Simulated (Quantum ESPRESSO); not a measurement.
Crystal: WS2.

```
W S
1.0
     1.57900    0.91164    6.16333
    -1.57900    0.91164    6.16333
     0.00000   -1.82327    6.16333
W S
1 2
Direct
  0.00000 0.00000 0.00000
  0.75030 0.75030 0.75030
  0.58100 0.58100 0.58100
```

Measurements of this composition are mostly on another form, of space group No. 194.

Base run:

| Item | Value |
| --- | --- |
| Program | Quantum ESPRESSO 7.5 |
| Functional | PBEsol |
| Potentials or basis | GBRV 1.5 PBEsol |
| Cutoff | 762 eV |
| Density cutoff | 6095 eV |
| k mesh | 7 × 7 × 7 |
| Occupations | gaussian, width 0.05 eV |
| Spin | collinear spin, ferromagnetic start |
| Starting moments | [2.0, 0.0, 0.0] μB |
| Hubbard terms | W d U = 6 eV |

Its results: band gap on the k mesh 1.38 eV, indirect (least direct gap 2.11 eV); pressure 0.4 GPa; net moment 0.00 μB per cell; largest force 0.615 eV/Å.

Task: The run is repeated on the same cell with these changes: hubbard terms from W d U = 6 eV to W d U = 1 eV. What comes out?

Result: Band gap on the k mesh 1.12 eV, indirect (least direct gap 2.35 eV); pressure -0.3 GPa; net moment 0.00 μB per cell; largest force 0.602 eV/Å.

Caveats: spin-orbit coupling is left out, which moves the levels of the heavy elements; an odd mesh through Γ misses points on the zone boundary, where band edges often lie.
